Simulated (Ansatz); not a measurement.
Runs of Ansatz 0.2.0 on Ru. Symmetry: P6_3/mmc, No. 194, hexagonal system. Conventional cell: a = 2.706 Å, b = 2.706 Å, c = 4.282 Å, α = 90.00°, β = 90.00°, γ = 120.00°. Ru (site symmetry -6m2) is surrounded by 12 Ru at 2.65 to 2.71 Å. 

```tsv
task	level	cell	k mesh	cutoff (eV)	pressure (GPa)	relaxed volume (Å³/atom)
relaxation of cell and atoms	LDA	relaxed	11 × 11 × 6	-	0.0	13.09
relaxation of cell and atoms	BLYP+D3(BJ)	relaxed	11 × 11 × 6	-	0.0	(b)
band structure	RPBE	as given	11 × 11 × 6	281	8.9	-
relaxation of cell and atoms	PBEsol+D4	relaxed	11 × 11 × 6	-	0.0	13.19
relaxation of cell and atoms	PBEsol+D3(BJ)	relaxed	11 × 11 × 6	-	0.0	(a)
```

Alike in all rows: potentials or basis all-electron LAPW, scalar-relativistic; no spin polarisation; smearing fermi-dirac 0.05 eV; basis error allowed 0.001 eV/atom.

Task: Fill in the values left out.

Result: (a) 13.05; (b) 13.61.

The runs don't all hold the same shells in valence.

Runs at the PBE level aren't shown here.
